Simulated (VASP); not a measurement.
# MnO (P6_3mc) in VASP: notebook, part 2 of 2

VASP 6.6.1. The steps go on from the part before.

## 4. Single point, PBEsol, collinear spin, ferromagnetic start

The input, INCAR:

```
SYSTEM = MnO
PREC = Accurate ; ENCUT = 450
EDIFF = 1E-6 ; ISMEAR = 0
SIGMA = 0.5 ; LREAL = .FALSE.
LASPH = .TRUE. ; NELM = 100
ALGO = Normal ; ISIF = 2
LWAVE = .FALSE. ; LCHARG = .FALSE.
ISPIN = 2 ; MAGMOM = 4 4 0 0
LORBIT = 11 ; LMAXMIX = 4
GGA = PS ; NBANDS = 31
ADDGRID = .FALSE.
```

The input, KPOINTS:

```
Automatic mesh
0
G
  4 4 3
  0 0 0
```

The input, POSCAR:

```
MnO
1.0
    3.3717000000      0.0000000000      0.0000000000
   -1.6858500000      2.9199778539      0.0000000000
    0.0000000000      0.0000000000      5.3855000000
Mn O
2 2
Direct
    0.6666666667      0.3333333333      0.5109600000
    0.3333333333      0.6666666667      0.0109600000
    0.6666666667      0.3333333333      0.8754700000
    0.3333333333      0.6666666667      0.3754700000
```

Potentials or basis: VASP PAW PBE potentials, release 64 (Mn_pv, O).

Run with:

```console
> cat potpaw_PBE.64/Mn_pv/POTCAR potpaw_PBE.64/O/POTCAR > POTCAR
> mpirun -np 1 vasp_std > vasp.out
```

OUTCAR:

```text
SYSTEM = MnO
   PREC = Accurate
   ENCUT = 450
   EDIFF = 1E-6
   ISMEAR = 0
   LREAL = .FALSE.
   LASPH = .TRUE.
   NELM = 100
   ISIF = 2
   ISPIN = 2
   LORBIT = 11
   GGA = PS

 Found      8 irreducible k-points:

 Following reciprocal coordinates:
            Coordinates               Weight
  0.000000  0.000000  0.000000      1.000000
  0.250000  0.000000  0.000000      6.000000
  0.500000  0.000000  0.000000      3.000000
  0.250000  0.250000  0.000000      6.000000
  0.000000  0.000000  0.333333      2.000000
  0.250000  0.000000  0.333333     12.000000
   k-points           NKPTS =      8   k-points in BZ     NKDIM =      8   number of bands    NBANDS=     31
   number of dos      NEDOS =    301   number of ions     NIONS =      4
   total plane-waves  NPLWV =  23040
   dimension x,y,z NGX =    24 NGY =   24 NGZ =   40
   dimension x,y,z NGXF=    48 NGYF=   48 NGZF=   80
   ions per type =               2   2
   NGX,Y,Z   is equivalent  to a cutoff of  11.83, 11.83, 12.35 a.u.
   NGXF,Y,Z  is equivalent  to a cutoff of  23.67, 23.67, 24.70 a.u.
 SYSTEM =  MnO
   PREC   = accura    normal or accurate (medium, high low for compatibility)
   ISTART =      0    job   : 0-new  1-cont  2-samecut
   ICHARG =      2    charge: 1-file 2-atom 10-const
   ISPIN  =      2    spin polarized calculation?
   LNONCOLLINEAR =      F non collinear calculations
   LSORBIT =      F    spin-orbit coupling
   LASPH  =      T    aspherical Exc in radial PAW
   ENCUT  =  450.0 eV  33.07 Ry    5.75 a.u.   5.83  5.83  9.32*2*pi/ulx,y,z
   NELM   =    100;   NELMIN=  2; NELMDL= -5     # of ELM steps
   EDIFF  = 0.1E-05   stopping-criterion for ELM
   LREAL  =      F    real-space projection
   EDIFFG = 0.1E-04   stopping-criterion for IOM
   NSW    =      0    number of steps for IOM
   IBRION =     -1    ionic relax: 0-MD 1-quasi-New 2-CG
   NFREE  =      0    steps in history (QN), initial steepest desc. (CG)
   ISIF   =      2    stress and relaxation
   ISYM   =      2    0-nonsym 1-usesym 2-fastsym
   POTIM  = 0.5000    time-step for ionic-motion
   TEBEG  =    0.0;   TEEND  =   0.0 temperature during run
   PSTRESS=    0.0 pullay stress
   NELECT =      38.0000    total number of electrons
   NUPDOWN=      -1.0000    fix difference up-down
   EMIN   =  10.00;   EMAX   =-10.00  energy-range for DOS
   EFERMI =   0.00;   METHOD = LEGACY
   ISMEAR =     0;   SIGMA  =   0.50  broadening in eV -4-tet -1-fermi 0-gaus
   EFERMI_NEDOS =   21; number of points for ismear=-14 and -15
   IALGO  =     38    algorithm
   IMIX   =      4    mixing-type and parameters
     AMIX     =   0.40;   BMIX     =  1.00
     AMIX_MAG =   1.60;   BMIX_MAG =  1.00
  volume/ion in A,a.u.               =      13.26        89.45
  Fermi-wavevector in a.u.,A,eV,Ry     =   1.465046  2.768535 29.202988  2.146359
  Thomas-Fermi vector in A             =   2.580949
   LORBIT       =     11    0 simple, 1 ext, 2 COOP (PROOUT), +10 PAW based schemes
   GGA     = PS    functional components
   LHFCALC =     F    Hartree Fock is set to
   AEXX    =    0.0000 exact exchange contribution
   IVDW    =     0    specifies the selected vdW correction
   LEPSILON=     F    determine dielectric tensor
   LRPA    =     F    only Hartree local field effects (RPA)
 spin polarized calculation
 Gauss-broadening in eV      SIGMA  =   0.50
  energy-cutoff  :      450.00
  volume of cell :       53.02
 maximum number of plane-waves:      1162
 NGX is ok and might be reduce to    24
   NGX = 11   NGY = 11   NGZ = 19

 number of electron      37.9999974 magnetization      10.5250566

 number of electron      37.9999974 magnetization       9.6877060

 Free energy of the ion-electron system (eV)
  ---------------------------------------------------
  ext. energy  EPLUGINS =         0.00000000
  ---------------------------------------------------
  free energy    TOTEN  =       -34.31996851 eV

  energy without entropy =      -34.14950427  energy(sigma->0) =      -34.23473639

 E-fermi :   5.6656     XC(G=0): -10.8442

 val. band max:        5.5035774702   @ k =   0.0000   0.0000   0.0000
 cond. band min:       5.7553738270   @ k =   0.0000   0.0000   0.0000
 fundamental gap:      0.2517963568
 Fermi energy:         5.6655504872

 spin component 1

 k-point     1 :       0.0000    0.0000    0.0000
  band No.  band energies     occupation
      1     -44.6921      1.00000
      2     -44.6836      1.00000
      3     -44.6836      1.00000
      4     -44.6774      1.00000
      5     -44.6774      1.00000
      6     -44.6544      1.00000
[... 23 lines left out ...]
     30      17.8236      0.00000
     31      18.2090      0.00000

 k-point     2 :       0.2500    0.0000    0.0000
  band No.  band energies     occupation
      1     -44.6955      1.00000
      2     -44.6897      1.00000
      3     -44.6871      1.00000
      4     -44.6853      1.00000
      5     -44.6797      1.00000
      6     -44.6580      1.00000
[... 23 lines left out ...]
     30      16.7260      0.00000
     31      16.9548      0.00000

 k-point     3 :       0.5000    0.0000    0.0000
  band No.  band energies     occupation
      1     -44.7063      1.00000
      2     -44.7016      1.00000
      3     -44.6906      1.00000
      4     -44.6820      1.00000
      5     -44.6766      1.00000
      6     -44.6643      1.00000
[... 91 lines left out ...]
     30      17.1630      0.00000
     31      17.6044      0.00000

 k-point     6 :       0.2500    0.0000    0.3333
  band No.  band energies     occupation
      1     -44.6962      1.00000
      2     -44.6926      1.00000
      3     -44.6853      1.00000
      4     -44.6815      1.00000
      5     -44.6764      1.00000
      6     -44.6634      1.00000
[... 23 lines left out ...]
     30      16.5264      0.00000
     31      16.9980      0.00000

 [... further k-points ...]

 spin component 2

 k-point     1 :       0.0000    0.0000    0.0000
  band No.  band energies     occupation
      1     -40.1552      1.00000
      2     -40.1137      1.00000
      3     -40.1137      1.00000
      4     -40.1056      1.00000
      5     -40.1056      1.00000
      6     -40.1047      1.00000
[... 23 lines left out ...]
     30      18.8463      0.00000
     31      19.6917      0.00000

 k-point     2 :       0.2500    0.0000    0.0000
  band No.  band energies     occupation
      1     -40.1481      1.00000
      2     -40.1276      1.00000
      3     -40.1219      1.00000
      4     -40.1182      1.00000
      5     -40.1094      1.00000
      6     -40.1086      1.00000
[... 23 lines left out ...]
     30      18.3953      0.00000
     31      18.4936      0.00000

 k-point     3 :       0.5000    0.0000    0.0000
  band No.  band energies     occupation
      1     -40.1456      1.00000
      2     -40.1382      1.00000
      3     -40.1325      1.00000
      4     -40.1227      1.00000
      5     -40.1174      1.00000
      6     -40.1116      1.00000
[... 91 lines left out ...]
     30      18.7815      0.00000
     31      19.1397      0.00000

 k-point     6 :       0.2500    0.0000    0.3333
  band No.  band energies     occupation
      1     -40.1433      1.00000
      2     -40.1307      1.00000
      3     -40.1212      1.00000
      4     -40.1158      1.00000
      5     -40.1118      1.00000
      6     -40.1110      1.00000
[... 23 lines left out ...]
     30      18.0335      0.00000
     31      18.4756      0.00000

 [... further k-points ...]

------------------------ aborting loop because EDIFF is reached ----------------------------------------

  FORCE on cell =-STRESS in cart. coord.  units (eV):
  Direction    XX          YY          ZZ          XY          YZ          ZX
  --------------------------------------------------------------------------------------
  -------------------------------------------------------------------------------------
  Total       -1.3735908     -1.3735908      0.9326076      0.0000000      0.0000000      0.0000000
  in kB      -41.5062439    -41.5062439     28.1809111      0.0000000      0.0000000      0.0000000
  external PRESSURE =     -18.2771922 kB  Pullay stress =       0.0000000 kB

 VOLUME and BASIS-vectors are now :
 -----------------------------------------------------------------------------
  energy-cutoff  :      450.00
  volume of cell :       53.02
      direct lattice vectors                 reciprocal lattice vectors
     3.371700000  0.000000000  0.000000000     0.296586292  0.171234175  0.000000000
    -1.685850000  2.919977854  0.000000000     0.000000000  0.342468351  0.000000000
     0.000000000  0.000000000  5.385500000     0.000000000  0.000000000  0.185683781

 POSITION                                       TOTAL-FORCE (eV/Angst)
 -----------------------------------------------------------------------------------
      1.68585      0.97333      2.75178         0.000000      0.000000     -0.562053
     -0.00000      1.94665      0.05903        -0.000000     -0.000000     -0.562053
      1.68585      0.97333      4.71484         0.000000      0.000000      0.562053
     -0.00000      1.94665      2.02209        -0.000000     -0.000000      0.562053
 -----------------------------------------------------------------------------------
    total drift:                                0.000000      0.000001      0.003730

  FREE ENERGIE OF THE ION-ELECTRON SYSTEM (eV)
  ---------------------------------------------------
  free  energy   TOTEN  =       -34.3199685119 eV

  energy  without entropy=      -34.1495042702  energy(sigma->0) =      -34.23473639

 total charge

# of ion       s       p       d       tot
------------------------------------------
    1        0.243   6.233   4.959  11.435
    2        0.243   6.233   4.959  11.435
    3        1.562   3.437   0.000   4.999
    4        1.562   3.437   0.000   4.999
--------------------------------------------------
tot          3.610  19.340   9.918  32.868

 magnetization (x)

# of ion       s       p       d       tot
------------------------------------------
    1        0.035   0.060   4.208   4.303
    2        0.035   0.060   4.208   4.303
    3        0.017   0.161   0.000   0.178
    4        0.017   0.161   0.000   0.178
--------------------------------------------------
tot          0.104   0.441   8.416   8.962
```

stdout:

```text
POSCAR found type information on POSCAR MnO
 POSCAR found :  2 types and       4 ions
 scaLAPACK will be used
 -----------------------------------------------------------------------------
|                                                                             |
|                                                                             |
|     You enforced a specific xc type in the INCAR file but a different       |
|     I HOPE YOU KNOW WHAT YOU ARE DOING!                                     |
|                                                                             |
 -----------------------------------------------------------------------------

 LDA part: xc-table for (Slater+PW92), standard interpolation
 POSCAR, INCAR and KPOINTS ok, starting setup
 FFT: planning ... GRIDC
 FFT: planning ... GRID_SOFT
 FFT: planning ... GRID
 WAVECAR not read
 entering main loop
```

Run time: 16 s. Hardware: 1 thread of AMD EPYC 9R45 (Zen 5), shared host; peak memory 0.14 GiB.

These settings aren't checked as converged: the numbers below hold their error.

What came out:

| Property | Result |
| --- | --- |
| Free energy | -34.3200 eV |
| Largest force | 0.562 eV/Å |
| Band gap on the k mesh | none (metal or under the smearing width) |
| Net moment | 9.69 μB per cell |
| Site moments | Mn +4.30; O +0.18 μB |
| Valence electrons inside the program's atomic spheres | Mn 11.44; O 5.00 |

Caveat: the k mesh is coarse (spacing up to 0.54 Å⁻¹), so the values aren't converged; the cutoff is under 1.25 times the usual one of these potentials, so pressure, stress and relaxed cells hold a basis-set (Pulay) error; the PAW data sets were made with another functional, which shifts forces and pressure a little; semilocal functionals often make such compounds metallic where correlation or magnetic order opens a gap, which also shifts bond lengths; only a ferromagnetic start was run, and an antiferromagnetic order may lie lower in energy.

## 5. Single point, PBEsol, collinear spin, ferromagnetic start

Changes to INCAR since step 4:

```diff
@@ -3,3 +3,3 @@
 EDIFF = 1E-6 ; ISMEAR = 0
-SIGMA = 0.5 ; LREAL = .FALSE.
+SIGMA = 0.2 ; LREAL = .FALSE.
 LASPH = .TRUE. ; NELM = 100
```

KPOINTS is that of step 4.

POSCAR is that of step 4.

Run with:

```console
> cat potpaw_PBE.64/Mn_pv/POTCAR potpaw_PBE.64/O/POTCAR > POTCAR
> mpirun -np 1 vasp_std > vasp.out
```

Wall time 17 s (1 thread of AMD EPYC 9R45 (Zen 5), shared host); peak memory 0.14 GiB.

The run converged, but some of its settings lie outside the range that counts as converged, so its numbers aren't taken as properties of the crystal.

What came out:

```yaml
Free_energy: -34.2651 eV
Largest_force: 0.626 eV/Å
Band_gap_on_the_k_mesh: none (metal or under the smearing width)
Net_moment: 9.94 μB per cell
Site_moments: Mn +4.39; O +0.20 μB
Valence_electrons_inside_the_program's_atomic_spheres: Mn 11.43; O 5.00
```

Caveat: the k mesh is coarse (spacing up to 0.54 Å⁻¹), so the values aren't converged; the cutoff is under 1.25 times the usual one of these potentials, so pressure, stress and relaxed cells hold a basis-set (Pulay) error; the PAW data sets were made with another functional, which shifts forces and pressure a little; semilocal functionals often make such compounds metallic where correlation or magnetic order opens a gap, which also shifts bond lengths; only a ferromagnetic start was run, and an antiferromagnetic order may lie lower in energy.

## 6. For comparison

An earlier run on the cell as given: functional PBE; potentials or basis VASP PAW PBE potentials, release 64 (Mn_pv, O); cutoff 520 eV; k mesh 9 × 9 × 5; occupations fermi-dirac, width 0.05 eV; collinear spin, ferromagnetic start; starting moments [4.0, 4.0, 0.0, 0.0] μB.

- Pressure: 6.5 GPa
- Largest force: 0.663 eV/Å
- Band gap on the k mesh: none (metal or under the smearing width)
- Net moment: 9.99 μB per cell
- Site moments: Mn +4.41; O +0.20 μB
- Valence electrons inside the program's atomic spheres: Mn 11.43; O 5.02
